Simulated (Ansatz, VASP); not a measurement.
## KMgF3 in VASP and in Ansatz

The input POSCAR:

```
KMgF3
1.0
    4.0325305745      0.0000000000      0.0000000000
    0.0000000000      4.0325305745      0.0000000000
    0.0000000000      0.0000000000      4.0325305745
K Mg F
1 1 3
Direct
    0.5000000000      0.5000000000      0.5000000000
    0.0000000000      0.0000000000      0.0000000000
    0.5000000000      0.0000000000      0.0000000000
    0.0000000000      0.5000000000      0.0000000000
    0.0000000000      0.0000000000      0.5000000000
```

Contents of INCAR.step1:

```
SYSTEM = KMgF3
PREC = Accurate
ENCUT = 520
ISMEAR = 0
SIGMA = 0.01
LREAL = .FALSE.
LASPH = .TRUE.
NELM = 80
NBANDS = 24
GGA = PE
ALGO = Normal
EDIFF = 1E-4
LWAVE = .TRUE.
LCHARG = .FALSE.
```

File INCAR.step2:

```
SYSTEM = KMgF3
PREC = Accurate
ENCUT = 520
EDIFF = 1E-6
ISMEAR = 0
SIGMA = 0.01
LREAL = .FALSE.
LASPH = .TRUE.
NELM = 80
ALGO = Normal
ISIF = 2
LWAVE = .FALSE.
LCHARG = .FALSE.
METAGGA = R2SCAN
LMIXTAU = .TRUE.
NBANDS = 24
ISTART = 1
```

KPOINTS

```
Automatic mesh
0
G
  6 6 6
  0 0 0
```

Input for Ansatz:

```yaml
crystal:
  lattice:
    - [4.0325305745, 0.0, 0.0]
    - [0.0, 4.0325305745, 0.0]
    - [0.0, 0.0, 4.0325305745]
  atoms:
    - { symbol: K, position: [0.5, 0.5, 0.5] }
    - { symbol: Mg, position: [0.0, 0.0, 0.0] }
    - { symbol: F, position: [0.5, 0.0, 0.0] }
    - { symbol: F, position: [0.0, 0.5, 0.0] }
    - { symbol: F, position: [0.0, 0.0, 0.5] }
scf:
  occupations: { method: fixed }
output:
  forces: true
  stress: true
  eigenvalues: true
hamiltonian:
  xc: r2scan
basis:
  ecutwfc: 560
kpoints:
  mp_grid: { grid: [6, 6, 6] }
```

Alike in both runs: task single point; functional r2SCAN; k mesh 6 × 6 × 6; no spin polarisation.

```csv
,VASP,Ansatz
version,VASP 6.6.1,Ansatz 0.2.0
potentials or method,"VASP PAW PBE potentials, release 64 (K_sv, Mg, F)","scalar-relativistic, plane waves, PAW"
plane-wave cutoff (eV),520,560
occupations,"gaussian, width 0.01 eV",fixed
valence electrons in the cell,32,40
```

Ansatz gave:

* gap on the k mesh at the Fermi level (eV): 8.00
* least direct gap on the mesh (eV): 8.31
* pressure (GPa): -2.8

**Question.** Which values does VASP return?

**Answer.** gap on the k mesh at the Fermi level (eV): 7.98; least direct gap on the mesh (eV): 8.30; pressure (GPa): -3.4.

The two sets of potentials don't hold the same shells in valence.

Caveats: the PAW data sets were made with another functional, which shifts forces and pressure a little (VASP). A k mesh can miss the band edges. r2SCAN opens gaps a little over a GGA but as a rule still falls short of measured ones.
